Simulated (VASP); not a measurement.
# Co (R-3m) in VASP: a series of runs, part 2 of 2

VASP 6.6.1. The steps go on from the part before.

### 3 Single point, PBEsol, collinear spin, typed start

This run uses another cell than the first one, of 12.60 Å³/atom, 1.217 times its volume.

INCAR reads:

```
SYSTEM = Co
  ALGO = Normal
  EDIFF = 1E-7
  ENCUT = 520
  GGA = PS
  ISIF = 2
  ISMEAR = 0
  ISPIN = 2
  LASPH = .TRUE.
  LCHARG = .FALSE.
  LMAXMIX = 4
  LORBIT = 11
  LREAL = .FALSE.
  LWAVE = .FALSE.
  MAGMOM = 3 3 3
  NBANDS = 24
  NELM = 150
  PREC = Accurate
  SIGMA = 0.1
```

KPOINTS reads:

```
k-points
0
G
  9 9 9
  0 0 0
```

POSCAR reads:

```
Co
1.0
    1.3117743877      0.7573532958      6.3397233053
   -1.3117743877      0.7573532958      6.3397233053
    0.0000000000     -1.5147065918      6.3397233053
Co
3
Direct
    0.0000000000      0.0000000000      0.0000000000
    0.2222200000      0.2222200000      0.2222200000
    0.7777800000      0.7777800000      0.7777800000
```

Potentials or basis: VASP PAW PBE potentials, release 64 (Co).

Launch:

```
cat potpaw_PBE.64/Co/POTCAR > POTCAR
mpirun -np 1 vasp_std > vasp.out
```

OUTCAR:

```text
SYSTEM = Co
   EDIFF = 1E-7
   ENCUT = 520
   GGA = PS
   ISIF = 2
   ISMEAR = 0
   ISPIN = 2
   LASPH = .TRUE.
   LORBIT = 11
   LREAL = .FALSE.
   NELM = 150
   PREC = Accurate

 ion  position               nearest neighbor table
   1  0.000  0.000  0.000-   3 2.60   3 2.60   2 2.60   2 2.60   3 2.60   2 2.60
   2  0.222  0.222  0.222-   3 2.60   3 2.60   3 2.60   1 2.60   1 2.60   1 2.60
   3  0.778  0.778  0.778-   2 2.60   2 2.60   2 2.60   1 2.60   1 2.60   1 2.60

  LATTYP: Found a trigonal (rhomboedric) cell.
 ALAT       =     6.5181613701
 COS(alpha) =     0.9189975651
[... 1521 lines left out ...]
  energy-cutoff  :      520.00
  volume of cell :       37.79
      direct lattice vectors                 reciprocal lattice vectors
     1.311774388  0.757353296  6.339723305     0.381163106  0.220064622  0.052578530
    -1.311774388  0.757353296  6.339723305    -0.381163106  0.220064622  0.052578530
     0.000000000 -1.514706592  6.339723305     0.000000000 -0.440129244  0.052578530

 POSITION                                       TOTAL-FORCE (eV/Angst)
 -----------------------------------------------------------------------------------
      0.00000      0.00000      0.00000        -0.000000      0.000000      0.000000
      0.00000     -0.00000      4.22644         0.000000      0.000000     -0.020740
      0.00000     -0.00000     14.79273         0.000000     -0.000000      0.020740
 -----------------------------------------------------------------------------------
    total drift:                                0.000000     -0.000000      0.000000

  FREE ENERGIE OF THE ION-ELECTRON SYSTEM (eV)
  ---------------------------------------------------
  free  energy   TOTEN  =       -22.4218522005 eV

  energy  without entropy=      -22.4016294692  energy(sigma->0) =      -22.41174083

 total charge

# of ion       s       p       d       tot
------------------------------------------
    1        0.436   0.411   7.169   8.017
    2        0.435   0.412   7.169   8.016
    3        0.435   0.412   7.169   8.016
--------------------------------------------------
tot          1.307   1.234  21.507  24.048

 magnetization (x)

# of ion       s       p       d       tot
------------------------------------------
    1       -0.011  -0.043   1.851   1.797
    2       -0.010  -0.043   1.855   1.802
    3       -0.010  -0.043   1.855   1.802
--------------------------------------------------
tot         -0.031  -0.129   5.561   5.401
```

stdout:

```text
POSCAR found type information on POSCAR Co
 POSCAR found :  1 types and       3 ions
 scaLAPACK will be used
 -----------------------------------------------------------------------------
|                                                                             |
|                                                                             |
|     You enforced a specific xc type in the INCAR file but a different       |
|     I HOPE YOU KNOW WHAT YOU ARE DOING!                                     |
|                                                                             |
 -----------------------------------------------------------------------------

 LDA part: xc-table for (Slater+PW92), standard interpolation
 POSCAR, INCAR and KPOINTS ok, starting setup
 FFT: planning ... GRIDC
 FFT: planning ... GRID_SOFT
 FFT: planning ... GRID
 WAVECAR not read
 entering main loop
```

Run time: 13 min. Hardware: 1 thread of Intel Xeon Platinum 8375C at 2.90GHz (Ice Lake), shared host; peak memory 0.45 GiB.

What came out:

```
Free energy                                           : -22.4219 eV
Pressure                                              : -29.0 GPa
Largest force                                         : 0.021 eV/Å
Band gap on the k mesh                                : none (metal or under the smearing width)
Net moment                                            : 5.29 μB per cell
Site moments                                          : Co +1.80 μB
Valence electrons inside the program's atomic spheres : Co 8.02
```

Forces in eV/Å, atoms in the order of the input:
```
Co   0.000  0.000  0.000
Co   0.000  0.000 -0.021
Co   0.000  0.000  0.021
```

Caveat: a pressure of tens of GPa on the cell as given is suspect, and the run, the potentials or the cell itself is likely at fault; the PAW data sets were made with another functional, which shifts forces and pressure a little.
